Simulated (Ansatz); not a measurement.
Infrared modes and screening in NaH (zincblende)

Perturbation theory with PBEsol in Ansatz on the PBEsol cell, ground state and force constants on an 8×8×8 mesh. Values at 0 K without nuclear motion; spin polarisation is off, and the phase may be a hypothetical one.

Space group F-43m (No. 216), cubic; a = 5.177 Å in the conventional setting, 17.34 Å³ an atom. Na is surrounded by 4 H at 2.24 Å; H is surrounded by 4 Na at 2.24 Å.

```cif
data_structure
_symmetry_space_group_name_H-M 'F-43m'
_symmetry_Int_Tables_number 216
_cell_length_a 5.1768
_cell_length_b 5.1768
_cell_length_c 5.1768
_cell_angle_alpha 90.000
_cell_angle_beta 90.000
_cell_angle_gamma 90.000
_cell_volume 138.73
loop_
_atom_site_label
_atom_site_type_symbol
_atom_site_symmetry_multiplicity
_atom_site_Wyckoff_symbol
_atom_site_fract_x
_atom_site_fract_y
_atom_site_fract_z
_atom_site_occupancy
Na1 Na 4 a 0.00000 0.00000 0.00000 1
H1 H 4 d 0.25000 0.25000 0.75000 1
```

Optical modes without the longitudinal term:

| ω (cm⁻¹) | degeneracy | IR intensity, summed over the level ((D/Å)²/amu) |
| --- | --- | --- |
| 609 | 3 | 60.96 |

The optical mode at Γ lies at 609 cm⁻¹ without the longitudinal term. With the long-range field the highest mode reaches 898 cm⁻¹.

ε∞: 2.87 in all directions. With the ions relaxed, ε⁰ is 6.2 in all directions. Born charges, averaged over directions: Na +0.92, H -0.92 e.

With one polar mode in a cubic crystal the Lyddane-Sachs-Teller relation applies: (ω_LO/ω_TO)² = (898.4/609.1)² = 2.175, and ε⁰/ε∞ = 6.234/2.866 = 2.175. The refractive index √ε∞ is 1.69.

For comparison, on the r2SCAN cell the mean ε∞ is 2.57 with r2SCAN (ground state on 8×8×8; least gap 4.05 eV in its run on 8×8×8 and the special points), 2.74 with PBE (ground state on 8×8×8; least gap 3.61 eV in its run on 8×8×8 and the special points).
